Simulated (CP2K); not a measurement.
Set up this calculation in CP2K 2026.2, as the native input.

```
Task                                   : band structure
Functional                             : PBEsol
Potentials or basis                    : POTENTIAL_UZH Ga GTH-PBE-q13, N GTH-PBE-q5; TZVP-MOLOPT-PBE-GTH basis
Density cutoff                         : 6123 eV
k mesh                                 : 11 × 11 × 11
Occupations                            : fermi-dirac, width 0.0259 eV
Spin                                   : no spin polarisation
SCF solver                             : diagonalisation with k points
Quickstep method                       : GPW
EPS_DEFAULT                            : 1.0E-9
EPS_SCF                                : 1.0E-6
MAX_SCF                                : 100
SCF_GUESS                              : ATOMIC
k points reduced by the point group    : yes
Mesh centred on Gamma                  : yes
CHOLESKY                               : OFF
EPS_EIGVAL                             : 1.0E-7
MIXING METHOD                          : BROYDEN_MIXING
MIXING ALPHA                           : 0.4
NBUFFER                                : 8
NGRIDS                                 : 4
Basis sets                             : Ga TZVP-MOLOPT-PBE-GTH-q13, N TZVP-MOLOPT-PBE-GTH-q5
Potentials                             : Ga GTH-PBE-q13 of POTENTIAL_UZH, N GTH-PBE-q5 of POTENTIAL_UZH
ADDED_MOS                              : [10]
Points a segment of the path (NPOINTS) : 6
Bands added on the path                : 6
REL_CUTOFF (Ry)                        : 60 Ry
MIXING BETA (1/bohr)                   : 1.5 1/bohr
CUTOFF of the grids                    : 450 Ry
```

GaN:

```
Ga N
1.0
     3.01968    0.00000    0.00000
     1.50984    2.61512    0.00000
     1.50984    0.87171    2.46556
Ga N
1 1
Direct
  0.00000 0.00000 0.00000
  0.50000 0.50000 0.50000
```

Measurements of this composition are mostly on another form, of space group No. 186.

These files were run (other wordings do the same):

gan_bands.inp

```
&GLOBAL
  PROJECT gan_bands
  RUN_TYPE ENERGY_FORCE
  PRINT_LEVEL LOW
&END GLOBAL
&FORCE_EVAL
  METHOD QS
  STRESS_TENSOR ANALYTICAL
  &DFT
    BASIS_SET_FILE_NAME BASIS_MOLOPT_UZH
    POTENTIAL_FILE_NAME POTENTIAL_UZH
    &MGRID
      CUTOFF 450
      REL_CUTOFF 60
      NGRIDS 4
    &END MGRID
    &QS
      METHOD GPW
      EPS_DEFAULT 1.0E-9
    &END QS
    &KPOINTS
      SCHEME MONKHORST-PACK 11 11 11
      GAMMA_CENTERED T
      SYMMETRY T
      SYMMETRY_BACKEND SPGLIB
    &END KPOINTS
    &SCF
      SCF_GUESS ATOMIC
      EPS_SCF 1.0E-6
      MAX_SCF 100
      ADDED_MOS 10
      CHOLESKY OFF
      EPS_EIGVAL 1.0E-7
      &DIAGONALIZATION ON
        ALGORITHM STANDARD
      &END DIAGONALIZATION
      &MIXING ON
        METHOD BROYDEN_MIXING
        ALPHA 0.4
        BETA 1.5
        NBUFFER 8
      &END MIXING
      &SMEAR ON
        METHOD FERMI_DIRAC
        ELECTRONIC_TEMPERATURE [K] 300.557
      &END SMEAR
    &END SCF
    &XC
      &XC_FUNCTIONAL
        &GGA_X_PBE_SOL
        &END GGA_X_PBE_SOL
        &GGA_C_PBE_SOL
        &END GGA_C_PBE_SOL
      &END XC_FUNCTIONAL
    &END XC
    &PRINT
      &KPOINTS ON
      &END KPOINTS
      &MULLIKEN ON
      &END MULLIKEN
      &MO ON
        ENERGIES T
        OCCUPATION_NUMBERS T
        &EACH
          QS_SCF 0
        &END EACH
        ADD_LAST NUMERIC
      &END MO
      &LOWDIN ON
      &END LOWDIN
      &HIRSHFELD ON
        SHAPE_FUNCTION DENSITY
      &END HIRSHFELD
      &BAND_STRUCTURE
        FILE_NAME bands.bs
        ADDED_MOS 6
        &KPOINT_SET
          UNITS B_VECTOR
          NPOINTS 6
          SPECIAL_POINT GAMMA 0.00000000 0.00000000 0.00000000
          SPECIAL_POINT X 0.50000000 0.00000000 0.50000000
          SPECIAL_POINT W 0.50000000 0.25000000 0.75000000
          SPECIAL_POINT K 0.37500000 0.37500000 0.75000000
          SPECIAL_POINT GAMMA 0.00000000 0.00000000 0.00000000
          SPECIAL_POINT L 0.50000000 0.50000000 0.50000000
          SPECIAL_POINT U 0.62500000 0.25000000 0.62500000
          SPECIAL_POINT W 0.50000000 0.25000000 0.75000000
          SPECIAL_POINT L 0.50000000 0.50000000 0.50000000
          SPECIAL_POINT K 0.37500000 0.37500000 0.75000000
        &END KPOINT_SET
        &KPOINT_SET
          UNITS B_VECTOR
          NPOINTS 6
          SPECIAL_POINT U 0.62500000 0.25000000 0.62500000
          SPECIAL_POINT X 0.50000000 0.00000000 0.50000000
        &END KPOINT_SET
      &END BAND_STRUCTURE
    &END PRINT
  &END DFT
  &SUBSYS
    &CELL
      A 3.0196782959 0.0000000000 0.0000000000
      B 1.5098391479 2.6151181155 0.0000000000
      C 1.5098391479 0.8717060385 2.4655570041
      PERIODIC XYZ
    &END CELL
    &COORD
      Ga  0.0000000000 0.0000000000 0.0000000000
      N   3.0196782958 1.7434120770 1.2327785020
    &END COORD
    &KIND Ga
      BASIS_SET TZVP-MOLOPT-PBE-GTH-q13
      POTENTIAL GTH-PBE-q13
    &END KIND
    &KIND N
      BASIS_SET TZVP-MOLOPT-PBE-GTH-q5
      POTENTIAL GTH-PBE-q5
    &END KIND
    &PRINT
      &ATOMIC_COORDINATES ON
      &END ATOMIC_COORDINATES
      &CELL ON
      &END CELL
    &END PRINT
  &END SUBSYS
  &PRINT
    &FORCES ON
    &END FORCES
    &STRESS_TENSOR ON
    &END STRESS_TENSOR
  &END PRINT
&END FORCE_EVAL
```

Potentials or basis: POTENTIAL_UZH Ga GTH-PBE-q13, N GTH-PBE-q5; TZVP-MOLOPT-PBE-GTH basis.

Run with:

```bash
$ OMP_NUM_THREADS=1 cp2k.psmp -i gan_bands.inp -o gan_bands.out
```

It gave:

| Item | Value |
| --- | --- |
| Pressure | -4.1 GPa |
| Band gap on the k mesh | 0.32 eV, indirect (least direct gap 2.32 eV) |
| Band gap along the path | 0.17 eV, indirect (least direct gap 2.32 eV) |
| Mulliken charges | Ga +1.67; N -1.67 e |
| Hirshfeld charges | Ga +0.34; N -0.34 e |

Caveat: Mulliken charges move with the basis; the potentials were made for another functional, which shifts forces and pressure; the mesh misses the band edges, which the band path finds closer together; the basis of atomic orbitals isn't converged, which shifts pressures, moduli and gaps.

Run time: 2.3 min on 1 thread of AMD EPYC 7R43 64-Core Processor (Zen 3) (shared host), peak memory 0.37 GiB.
